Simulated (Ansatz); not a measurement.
## ZnSiP$_{2}$: pressure against volume

ZnSiP$_{2}$, I-42d, a = 5.418 Å, c = 10.538 Å. The structure is a Materials Project entry; whether it is the stable form wasn't checked. Ansatz: PBE, PAW, 420 eV, Γ-centred 8×8×8 mesh on 8 atoms, Gaussian smearing 0.02 eV; no spin polarisation. Shape and atoms are relaxed at each volume; pressure is positive in compression.

| V (Å³/atom) | P (GPa) |
| --- | --- |
| 18.172 | ? |
| 18.752 | 2.79 |
| 19.332 | 0.04 |
| 19.912 | -2.30 |
| 20.492 | -4.27 |

Q: Take V0 = 19.332 Å³/atom, count pressures from its P0 = 0.04 GPa, fit the third-order Birch–Murnaghan form to the other rows, and predict the missing pressure.

A: With the Eulerian strain f = ½[(V0/V)^(2/3) − 1] and y = (P − P0)/[3f(1 + 2f)^(5/2)], the form is the line y = B0 + 1.5 B0 (B0′ − 4) f. Rows (f, y): 0.01026, 84.9; -0.00976, 84.0; -0.01905, 83.1. Means f = -0.006183, y = 84.000; Σ(Δf)² = 0.0004487, ΣΔfΔy = 0.02638; the slope is their ratio. y = 84.36 + 58.79 f GPa, so B0 = 84.4 GPa and B0′ = 4 + 2 × (58.79)/(3 × 84.36) = 4.46. At V = 18.172, f = 0.02106, y = 85.60 and P = 6.04 GPa. The run gave 6.04 GPa, the same to the digits shown. The form still works here, 33 % of the fitted range beyond its end.